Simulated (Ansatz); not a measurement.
Space group Im-3m (No. 229). a = 3.132 Å, b = 3.132 Å, c = 3.132 Å, α = 90.00°, β = 90.00°, γ = 90.00°
```
atom site symmetry x y z
  Zn    2a m-3m  0.0000  0.0000  0.0000
```

Equation of state of this Zn structure (not necessarily the ground state), with shape and atoms relaxed at each volume where symmetry leaves them free. It has no gap at any of these volumes. These are results of Ansatz, DFT PBE, scalar-relativistic, plane waves, PAW, not measurements.

Cutoff 420 eV; k points 18×18×18 on the computed 1-atom cell (Γ-centred); Gaussian smearing, width 0.10 eV; no spin polarisation.

```json
{"V (Å³/atom)": "13.518", "E − E(largest V) (meV/atom)": "34.82", "P (GPa)": "11.83"}
{"V (Å³/atom)": "13.979", "E − E(largest V) (meV/atom)": "6.26", "P (GPa)": "8.05"}
{"V (Å³/atom)": "14.440", "E − E(largest V) (meV/atom)": "-12.34", "P (GPa)": "4.87"}
{"V (Å³/atom)": "14.901", "E − E(largest V) (meV/atom)": "-22.49", "P (GPa)": "2.21"}
{"V (Å³/atom)": "15.361", "E − E(largest V) (meV/atom)": "-25.57", "P (GPa)": "0.00"}
{"V (Å³/atom)": "15.822", "E − E(largest V) (meV/atom)": "-22.86", "P (GPa)": "-1.80"}
{"V (Å³/atom)": "16.283", "E − E(largest V) (meV/atom)": "-15.51", "P (GPa)": "-3.25"}
{"V (Å³/atom)": "16.898", "E − E(largest V) (meV/atom)": "0.00", "P (GPa)": "-4.75"}
```

Task: Fit a third-order Birch–Murnaghan equation to E(V).

Result: V0 = 15.37 Å³/atom, B0 = 66 GPa, B0' = 5.5.

This bcc form isn't the element's structure at ambient conditions.

Cost: 8 runs of about 0.36 core-minutes in all, on Intel Xeon Platinum 8488C (Sapphire Rapids) (shared hosts).